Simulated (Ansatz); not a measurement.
# Quadrupolar parameters in V2O5

The cell is a computed structure from the Materials Project (it need not be an observed phase), atoms as given.

```
V O
1.0
     5.72129    0.00000    0.00000
     0.00000   10.71310    0.00000
     0.00000    0.00000    3.32501
V O
4 10
Cartesian
  4.0267 3.9814 0.0000
  1.6946 6.7317 0.0000
  1.1660 1.3752 0.0000
  4.5553 9.3379 0.0000
  4.6857 4.3091 1.6625
  1.0356 6.4040 1.6625
  1.8250 1.0475 1.6625
  3.8962 9.6656 1.6625
  0.1757 2.6980 0.0000
  5.5456 8.0151 0.0000
  3.0363 2.6586 0.0000
  2.6850 8.0545 0.0000
  2.8606 5.3566 0.0000
  0.0000 0.0000 0.0000
```

Atom numbers follow the list; atoms alike are taken as one site, whose name carries the number of the first.

All values are calculated (Ansatz; DFT, r2SCAN, plane waves and PAW (field gradients read without the response of the frozen cores, which leaves them typically 4 to 6 % off), scalar-relativistic, 500 eV cutoff, Γ-centred 4×2×7 k-points, Fermi–Dirac smearing 0.02 eV), not measured.

Conventions: |V_zz| ≥ |V_yy| ≥ |V_xx|, η = (V_xx − V_yy)/V_zz, C_Q = eQV_zz/h. Directions are in the Cartesian axes of the cell vectors above, for the atom listed; none is given where the gradient is under 0.02 or η is above 0.95.

```
site  first atom                             first shell  V_zz (10²¹ V/m²)     η  direction of V_zz (x, y, z)
   V           1  4 O at 1.65–1.82 Å; also 1 O at 2.27 Å              6.10  0.79              0.90 -0.43 0.00
  O5           5               2 V at 1.82 Å, angle 132°              4.69  0.15               0.00 0.00 1.00
  O9           9       1 V at 1.65 Å; also 1 V at 2.27 Å              2.42  0.95              -0.67 0.75 0.00
 O13          13               2 V at 1.80 Å, angle 180°              5.36  0.36              -0.60 0.80 0.00
```

At O5 V_zz runs parallel to the line that joins its two neighbours (within 1°). At O13 V_zz points along the line of its two bonds (within 4°).

At this cell the r2SCAN pressure is -10 GPa, so with r2SCAN the cell would shrink if it were relaxed. The entry's cell may itself be off. The largest force is 1.6 eV/Å, so the atoms aren't at the calculated equilibrium and relaxing them would move these values. Where η is near 1 the sign of V_zz means little.
